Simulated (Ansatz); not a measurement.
**Relaxing an invented InP structure**

These are results of Ansatz 0.2.0, DFT PBE, scalar-relativistic, plane waves, PAW, not measurements. Cutoff 420 eV, Gaussian smearing, Γ-centred meshes. Cell and atoms relax first on a coarse mesh and then on a finer one. In between, the cell is made exact in the group found at 0.06 Å. In metals the finer mesh still leaves noise of several meV/atom or more. The steps can't lower the symmetry of their start. No spin polarisation.

Recipe of this trial structure of InP: random cell by space group and Wyckoff sites (Pm-3m, No. 221). The dimensions are guesses.

```yaml
crystal:
  lattice:
    - [5.40486, 0.00000, 0.00000]
    - [0.00000, 5.40486, 0.00000]
    - [0.00000, 0.00000, 5.40486]
  atoms:
    - { symbol: In, position: [0.50000, 0.00000, 0.00000] }
    - { symbol: In, position: [0.00000, 0.50000, 0.00000] }
    - { symbol: In, position: [0.00000, 0.00000, 0.50000] }
    - { symbol: P, position: [0.00000, 0.50000, 0.50000] }
    - { symbol: P, position: [0.50000, 0.00000, 0.50000] }
    - { symbol: P, position: [0.50000, 0.50000, 0.00000] }
```

The zero of energy is the elements' standard structures at the same level; no fitted shifts are applied. The references include black phosphorus.

Question: Describe the relaxed structure.

Answer: The symmetry stays Pm-3m (No. 221). The volume per atom shrinks by 3.0 %, from 26.3 to 25.5 Å³. The shortest distance goes from 2.70 Å (In–P) to 2.67 Å (In–P). Conventional cell: a = 5.350 Å. In has 4 P at 2.67 Å; P is surrounded by 4 In at 2.67 Å.

```yaml
crystal:
  lattice:
    - [5.34981, 0.00000, 0.00000]
    - [0.00000, 5.34981, 0.00000]
    - [0.00000, 0.00000, 5.34981]
  atoms:
    - { symbol: In, position: [0.50000, 0.00000, 0.00000] }
    - { symbol: In, position: [0.00000, 0.50000, 0.00000] }
    - { symbol: In, position: [0.00000, 0.00000, 0.50000] }
    - { symbol: P, position: [0.00000, 0.50000, 0.50000] }
    - { symbol: P, position: [0.50000, 0.00000, 0.50000] }
    - { symbol: P, position: [0.50000, 0.50000, 0.00000] }
```

Question: How does it come out in energy, and is it a metal?

Answer: The energy over the elements is +0.53 eV/atom. The gap on the 8×8×8 mesh of the 6-atom cell is 0 eV (a metal).

It can't be a ground state, since the elements alone are lower.

The last run used Gaussian smearing of 0.10 eV. The reference form of P is held partly by dispersion forces, which this level lacks. A structure relaxed within its symmetry needn't be a true minimum. Another cell of InP relaxed alike, in F-43m (a cell as deposited in COD), lies 0.77 eV/atom lower, so this cell isn't the stable form at this level.
